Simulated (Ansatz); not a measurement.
## Cold compression of Au (dhcp type)

```
Au
1.0
     2.94240    0.00000    0.00000
    -1.47120    2.54820    0.00000
     0.00000    0.00000    9.60217
Au
4
Direct
  0.00000 0.00000 0.00000
  0.00000 0.00000 0.50000
  0.33333 0.66667 0.25000
  0.66667 0.33333 0.75000
```

The cell comes from a relaxation on PAW files under the same functional, begun from a prototype that needn't be the stable phase.

Its volume is scaled, and at each volume shape and atoms are relaxed on PAW files; all methods then take that cell.

Level of theory: DFT with PBE, scalar-relativistic, in Ansatz 0.2.0; a Γ-centred 12×12×4 k mesh, Fermi–Dirac smearing of 0.1 eV, no spin polarisation. LAPW: all electrons, basis error target 1 meV/atom; PAW: frozen-core files, cutoff 420 eV; crystal datasets: all electrons, by PAW datasets that the program makes for each cell; norm-conserving: pseudopotentials, cutoff 1034 eV; PAW (core large): files with a larger core, cutoff 420 eV.

Energies are extrapolated to zero smearing and count from the unscaled cell; pressure is positive in compression; gaps take the mesh and a band path. No temperature or zero-point motion is included.

Spin–orbit coupling is left out, which matters for the heavy atoms.

```json
{"V/V0": "1.00", "V (Å³/atom)": "18.00", "P LAPW (GPa)": "-0.02", "ΔE LAPW (eV/atom)": "0.000", "P PAW − LAPW (GPa)": "0.01", "ΔE PAW − LAPW (meV/atom)": "0.0", "space group": "P6_3/mmc", "shortest distance (Å)": "2.941"}
{"V/V0": "0.70", "V (Å³/atom)": "12.60", "P LAPW (GPa)": "137.1", "ΔE LAPW (eV/atom)": "1.566", "P PAW − LAPW (GPa)": "0.16", "ΔE PAW − LAPW (meV/atom)": "2.5", "space group": "P6_3/mmc", "shortest distance (Å)": "2.606"}
{"V/V0": "0.60", "V (Å³/atom)": "10.80", "P LAPW (GPa)": "298.4", "ΔE LAPW (eV/atom)": "?", "P PAW − LAPW (GPa)": "0.18", "ΔE PAW − LAPW (meV/atom)": "4.4", "space group": "P6_3/mmc", "shortest distance (Å)": "2.475"}
{"V/V0": "0.50", "V (Å³/atom)": "9.00", "P LAPW (GPa)": "652.4", "ΔE LAPW (eV/atom)": "8.970", "P PAW − LAPW (GPa)": "0.30", "ΔE PAW − LAPW (meV/atom)": "6.8", "space group": "P6_3/mmc", "shortest distance (Å)": "2.328"}
{"V/V0": "0.40", "V (Å³/atom)": "7.20", "P LAPW (GPa)": "1509", "ΔE LAPW (eV/atom)": "20.366", "P PAW − LAPW (GPa)": "0.48", "ΔE PAW − LAPW (meV/atom)": "12.0", "space group": "P6_3/mmc", "shortest distance (Å)": "2.162"}
```

(1) What belongs in the row "0.60", column "ΔE LAPW (eV/atom)"?

(2) Fit the Vinet equation to the LAPW pressures over the whole range, with residuals weighted by 1/(|P| + 0.03·Pmax).

(3) From the table, what is the rise of the enthalpy H = E + pV up to the last row, and how stiff is the crystal between the last two rows?

(4) At the smallest volume, how far do crystal datasets and norm-conserving and PAW (core large) lie from LAPW in pressure?

(5) How do the Löwdin populations by LAPW change from the unscaled cell to the last row?

Answers

(1) 3.899.

(2) V0 = 18.00 Å³/atom, B0 = 134 GPa and B0′ = 6.18, and the fit misses no point by more than 2.8 GPa. A fit over so wide a range pins B0 less well than one near rest.

(3) ΔH = 20.366 eV + (1509 GPa × 7.20 Å³ + 0.02 GPa × 18.00 Å³) × 0.006242 eV/(GPa·Å³) = 88.18 eV/atom, of which pV makes 77 %. The mean bulk modulus there is −ΔP/Δln V = 3840 GPa.

(4) crystal datasets: 0.00 GPa; norm-conserving: +5.31 GPa; PAW (core large): +13.92 GPa, on a LAPW pressure of 1509 GPa.

(5) Au 5s 1.99 → 1.94 electrons an atom. These are projections on the shells that the free atoms fill; 0.58 e a cell lies outside them at the start and 0.93 e at the end.
